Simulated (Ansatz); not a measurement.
BN (zincblende), relaxed with r2SCAN in Ansatz. It is cubic, F-43m (No. 216); conventional cell a = 3.610 Å, 5.88 Å³ an atom. B has 4 N at 1.56 Å; N has 4 B at 1.56 Å.

The axes x, y and z are those of this cell:
```yaml
crystal:
  lattice:
    - [0.00000, 1.80483, 1.80483]
    - [1.80483, 0.00000, 1.80483]
    - [1.80483, 1.80483, 0.00000]
  atoms:
    - { symbol: B, position: [0.00000, 0.00000, 0.00000] }
    - { symbol: N, position: [0.25000, 0.25000, 0.25000] }
```

Unstrained: PBE gives an indirect gap of 4.477 eV, from Γ to X; the least direct gap is 8.852 eV at Γ. r2SCAN gives an indirect gap of 5.003 eV, from Γ to X; the least direct gap is 9.587 eV at Γ. With HSE06 the valence top lies at Γ and the conduction bottom at X, 5.794 eV higher; the smallest vertical gap, at Γ, is 10.592 eV. Meshes: PBE 12×12×12, r2SCAN 12×12×12, HSE06 8×8×8. Strains are changes of length per length. After each strain the atoms were relaxed again with r2SCAN within the symmetry that the strain leaves, so tilts or polar shifts that break it weren't tested; points keep the names that they have in the unstrained zone. Calculated for a static, non-magnetic cell.

Problem. Apply uniaxial -1.0 % along z, other directions held. How far does the gap move, against the unstrained cell?

Solution. PBE: the gap goes from 4.477 to 4.305 eV (-0.172 eV); with r2SCAN the top three valence levels at Γ, degenerate before, become 1+2 from the top over 100 meV. r2SCAN: the gap goes from 5.003 to 4.829 eV (-0.174 eV). HSE06: the gap goes from 5.794 to 5.620 eV (-0.174 eV). The r2SCAN energy rises by 1.5 meV an atom.

Problem. Apply uniaxial +3.0 % along z, other directions held. How far does the gap move, against the unstrained cell?

Solution. PBE: the gap goes from 4.477 to 4.183 eV (-0.294 eV); the X points, equivalent before, split by 499 meV, and the conduction bottom lies at those like (0, 1/2, 1/2); with r2SCAN the top three valence levels at Γ, degenerate before, become 2+1 from the top over 307 meV. r2SCAN: the gap goes from 5.003 to 4.697 eV (-0.306 eV); the X points, equivalent before, split by 515 meV, and the conduction bottom lies at those like (0, 1/2, 1/2). HSE06: the gap goes from 5.794 to 5.486 eV (-0.308 eV); the X points, equivalent before, split by 513 meV, and the conduction bottom lies at those like (0, 1/2, 1/2). The r2SCAN energy rises by 13.3 meV an atom.

Problem. Apply uniaxial -2.0 % along z, other directions held. How far does the gap move, against the unstrained cell?

Solution. PBE: the gap goes from 4.477 to 4.130 eV (-0.347 eV); with r2SCAN the top three valence levels at Γ, degenerate before, become 1+2 from the top over 200 meV. r2SCAN: the gap goes from 5.003 to 4.654 eV (-0.349 eV). HSE06: the gap goes from 5.794 to 5.445 eV (-0.349 eV). The r2SCAN energy rises by 6.2 meV an atom.

Problem. Apply uniaxial +1.0 % along z, other directions held. How far does the gap move, against the unstrained cell?

Solution. PBE: the gap goes from 4.477 to 4.376 eV (-0.101 eV); the X points, equivalent before, split by 171 meV, and the conduction bottom lies at those like (0, 1/2, 1/2); with r2SCAN the top three valence levels at Γ, degenerate before, become 2+1 from the top over 101 meV. r2SCAN: the gap goes from 5.003 to 4.898 eV (-0.105 eV); the X points, equivalent before, split by 176 meV, and the conduction bottom lies at those like (0, 1/2, 1/2). HSE06: the gap goes from 5.794 to 5.689 eV (-0.105 eV); the X points, equivalent before, split by 176 meV, and the conduction bottom lies at those like (0, 1/2, 1/2). The r2SCAN energy rises by 1.5 meV an atom.

Problem. Estimate what uniaxial -4.0 % along z, other directions held does to the gap.

Solution. PBE: the gap goes from 4.477 to 3.782 eV (-0.695 eV); with r2SCAN the top three valence levels at Γ, degenerate before, become 1+2 from the top over 395 meV. r2SCAN: the gap goes from 5.003 to 4.303 eV (-0.700 eV). HSE06: the gap goes from 5.794 to 5.093 eV (-0.701 eV). The r2SCAN energy rises by 25.0 meV an atom.

Problem. Estimate what uniaxial +2.0 % along z, other directions held does to the gap.

Solution. PBE: the gap goes from 4.477 to 4.278 eV (-0.199 eV); the X points, equivalent before, split by 338 meV, and the conduction bottom lies at those like (0, 1/2, 1/2); with r2SCAN the top three valence levels at Γ, degenerate before, become 2+1 from the top over 204 meV. r2SCAN: the gap goes from 5.003 to 4.796 eV (-0.207 eV); the X points, equivalent before, split by 348 meV, and the conduction bottom lies at those like (0, 1/2, 1/2). HSE06: the gap goes from 5.794 to 5.586 eV (-0.208 eV); the X points, equivalent before, split by 347 meV, and the conduction bottom lies at those like (0, 1/2, 1/2). The r2SCAN energy rises by 5.9 meV an atom.

Problem. Estimate what uniaxial -3.0 % along z, other directions held does to the gap.

Solution. PBE: the gap goes from 4.477 to 3.955 eV (-0.522 eV); with r2SCAN the top three valence levels at Γ, degenerate before, become 1+2 from the top over 298 meV. r2SCAN: the gap goes from 5.003 to 4.479 eV (-0.524 eV). HSE06: the gap goes from 5.794 to 5.269 eV (-0.525 eV). The r2SCAN energy rises by 13.9 meV an atom.

Problem. Apply uniaxial +4.0 % along z, other directions held. How far does the gap move, against the unstrained cell?

Solution. PBE: the gap goes from 4.477 to 4.090 eV (-0.387 eV); the X points, equivalent before, split by 657 meV, and the conduction bottom lies at those like (0, 1/2, 1/2); with r2SCAN the top three valence levels at Γ, degenerate before, become 2+1 from the top over 412 meV. r2SCAN: the gap goes from 5.003 to 4.600 eV (-0.403 eV); the X points, equivalent before, split by 678 meV, and the conduction bottom lies at those like (0, 1/2, 1/2). HSE06: the gap goes from 5.794 to 5.389 eV (-0.405 eV); the X points, equivalent before, split by 674 meV, and the conduction bottom lies at those like (0, 1/2, 1/2). The r2SCAN energy rises by 23.4 meV an atom.

The meshes of the hybrids are coarse, so their gaps aren't converged to the digits shown.

The splittings at Γ are without spin-orbit coupling, which regroups them where it is of like size or larger.
